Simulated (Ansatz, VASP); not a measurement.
# One calculation of Ir, two programs

INCAR

```
ALGO = Normal
EDIFF = 1E-6
ENCUT = 520
GGA = PS
ISIF = 2
ISMEAR = 0
LASPH = True
LCHARG = False
LREAL = False
LWAVE = False
NBANDS = 10
NELM = 80
PREC = Accurate
SIGMA = 0.1
```

File KPOINTS:

```
k-points
0
Gamma
  18 18 18
```

POSCAR

```
Ir
1.0
    0.0000000000      1.8957833655      1.8957833655
    1.8957833655      0.0000000000      1.8957833655
    1.8957833655      1.8957833655      0.0000000000
Ir
1
Direct
    0.0000000000      0.0000000000      0.0000000000
```

Input for Ansatz:

```yaml
crystal:
  lattice:
    - [0.0, 1.8957833655, 1.8957833655]
    - [1.8957833655, 0.0, 1.8957833655]
    - [1.8957833655, 1.8957833655, 0.0]
  atoms:
    - { symbol: Ir, position: [0.0, 0.0, 0.0] }
basis:
  ecutwfc: 420
kpoints:
  mp_grid: { grid: [18, 18, 18] }
hamiltonian:
  xc: pbesol
scf:
  occupations: { method: gaussian, width: 0.1 }
output:
  forces: true
  stress: true
  eigenvalues: true
```

Alike in both runs: task single point; functional PBEsol; k mesh 18 × 18 × 18; occupations gaussian, width 0.1 eV; no spin polarisation.

```csv
,VASP,Ansatz
version,VASP 6.6.1,Ansatz 0.2.0
potentials or method,"VASP PAW PBE potentials, release 64 (Ir)","scalar-relativistic, plane waves, PAW"
plane-wave cutoff (eV),520,420
valence electrons in the cell,9,17
```

|  | VASP | Ansatz | Ansatz less VASP |
| --- | --- | --- | --- |
| gap on the k mesh at the Fermi level (eV) | none | none | - |
| pressure (GPa) | 14.0 | 12.7 | -1.26 |

A gap of «none» marks a metal or a gap that the smearing closes. The functional is the same, so the differences come from potentials, cutoffs and numerics. The two sets of potentials don't hold the same shells in valence.

Caveats: the PAW data sets were made with another functional, which shifts forces and pressure a little (VASP). Spin-orbit coupling is left out, which matters for the levels of Ir.
